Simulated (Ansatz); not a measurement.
Crystal: BaTiO3.

```
CELL_PARAMETERS angstrom
2.82767 -4.89766 0.00000
5.65534 0.00000 0.00000
2.82767 -1.63255 4.63546
ATOMIC_POSITIONS crystal
Ba 0.91779 0.96775 0.97384
Ba 0.57743 0.65456 0.34893
Ti 0.85544 0.70465 0.78241
Ti 0.22545 0.19420 0.34593
O 0.10784 0.46592 0.94252
O 0.52682 0.06235 0.36076
O 0.62665 0.39895 0.01957
O 0.86137 0.04878 0.56098
O 0.50458 0.98890 0.05292
O 0.81793 0.53523 0.54825
```

* Program: Ansatz 0.2.0
* Task: relaxation of cell and atoms
* Functional: PBE
* Dispersion: D3(BJ)
* Potentials or basis: Ansatz PAW
* Cutoff: 420 eV (not typed: the program's choice for these potentials)
* k mesh: 6 × 6 × 6
* Occupations: fermi-dirac, width 0.05 eV
* Spin: no spin polarisation

At the start: volume 12.84 Å³/atom.

Q: Where does the relaxation end?

A: It ends after 12 steps and the volume is 12.98 Å³/atom (+1.1 %); space group R3m (No. 160, to 0.05 Å).

Step by step:
```
step  energy change (eV)  largest force (eV/Å)  volume (Å³)
   1              0.0000               20.2684       128.39
   2            -11.0315               11.0253       135.26
   3            -17.9527                5.9591       139.42
   4            -21.6399                3.1328       139.23
   5            -23.7661                1.4929       134.78
   6            -24.7678                0.5009       129.37
   7            -24.8691                0.2512       128.97
   8            -24.8997                0.0304       129.69
   9            -24.9001                0.0047       129.66
  10            -24.9048                0.0048       129.66
  11            -24.9045                0.0009       129.76
  12            -24.9048                0.0009       129.76
```

Final structure:
```cif
data_structure
_symmetry_space_group_name_H-M 'P 1'
_symmetry_Int_Tables_number 1
_cell_length_a 5.6732
_cell_length_b 5.6920
_cell_length_c 5.6734
_cell_angle_alpha 60.106
_cell_angle_beta 60.000
_cell_angle_gamma 60.110
_cell_volume 129.76
loop_
_atom_site_label
_atom_site_type_symbol
_atom_site_fract_x
_atom_site_fract_y
_atom_site_fract_z
_atom_site_occupancy
Ba1 Ba 0.00566 0.99158 0.99712 1
Ba2 Ba 0.50566 0.49158 0.49711 1
Ti1 Ti 0.76195 0.72275 0.75338 1
Ti2 Ti 0.26195 0.22274 0.25338 1
O1 O 0.99515 0.51544 0.98665 1
O2 O 0.49515 0.01544 0.48665 1
O3 O 0.50275 0.51544 0.98665 1
O4 O 0.00274 0.01544 0.48665 1
O5 O 0.49515 0.01544 0.99426 1
O6 O 0.99515 0.51545 0.49426 1
```

Caveat: the plane-wave basis is chosen anew once the cell has moved, so the energies of steps on either side of that aren't comparable; the pressure holds a Pulay correction of +0.5 GPa for the finite cutoff.
